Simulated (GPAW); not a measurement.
## CdTe: band structure with PW91

**Measured values to compare with.**

A printed reference work, data compilation reports, for a bulk crystal of CdTe at 0 K: band gap 1.607 eV.

Crystal: CdTe.

```xyz
2
Lattice="0.0000 3.2050 3.2050 3.2050 0.0000 3.2050 3.2050 3.2050 0.0000" Properties=species:S:1:pos:R:3 pbc="T T T"
Te    4.8075    4.8075    4.8075
Cd    0.0000    0.0000    0.0000
```

```
Program                   : GPAW 26.7.0
Task                      : band structure
Functional                : PW91
Potentials or basis       : PAW data sets generated in the run's folder for this functional
Cutoff                    : 600 eV
Basis                     : pw
k mesh                    : 6 × 6 × 6
Occupations               : fermi-dirac, width 0.05 eV
Spin                      : spin-orbit coupling, no magnetisation
Maxiter                   : 150
Band path                 : GXWKGLUWLK,UX
Band points               : 60
spin axis theta (degrees) : 0
spin axis phi (degrees)   : 0
Soc after scf             : second variation
```

```
Pressure                : 3.6 GPa
Band gap on the k mesh  : 0.50 eV, direct
Band gap along the path : 0.51 eV, direct
```

Levels at the corners of the path, in eV from the valence-band top:
```
point  band 16  band 17  band 18  band 19  band 20  band 21
    Γ     0.00     0.00     0.00     0.51     0.51     3.99
    X    -2.50    -2.12    -2.12     2.21     2.21     2.35
    W    -2.62    -2.60    -2.58     3.77     4.23     4.36
    K    -2.90    -1.97    -1.92     2.53     2.57     4.12
    Γ     0.00     0.00     0.00     0.51     0.51     3.99
    L    -1.45    -0.86    -0.86     1.51     1.51     4.78
    U    -2.90    -1.97    -1.92     2.53     2.57     4.12
    W    -2.62    -2.60    -2.58     3.77     4.23     4.36
    L    -1.45    -0.86    -0.86     1.51     1.51     4.78
    K    -2.90    -1.97    -1.92     2.53     2.57     4.12
    U    -2.90    -1.97    -1.92     2.53     2.57     4.12
    X    -2.50    -2.12    -2.12     2.21     2.21     2.35
```

Wall time 43 s on 1 thread of Intel(R) Xeon(R) Platinum 8559C (Emerald Rapids), with other jobs on the host, peak memory 0.31 GiB.

Measured gap of CdTe: 1.607 eV (0 K; a printed reference work, data compilation). This calculation gives 0.51 eV (-1.10 eV). So large a miss can be the level of theory's own, or it may mean another phase, state or a wrong row. The value is that of PW91, without temperature or zero-point motion. Semilocal functionals fall short of measured gaps as a rule.

Caveat: spin-orbit coupling was added after a scalar SCF, so levels and gaps hold it while energy, forces, pressure and moments don't; this program's spin-orbit splittings come out too wide for heavy elements.
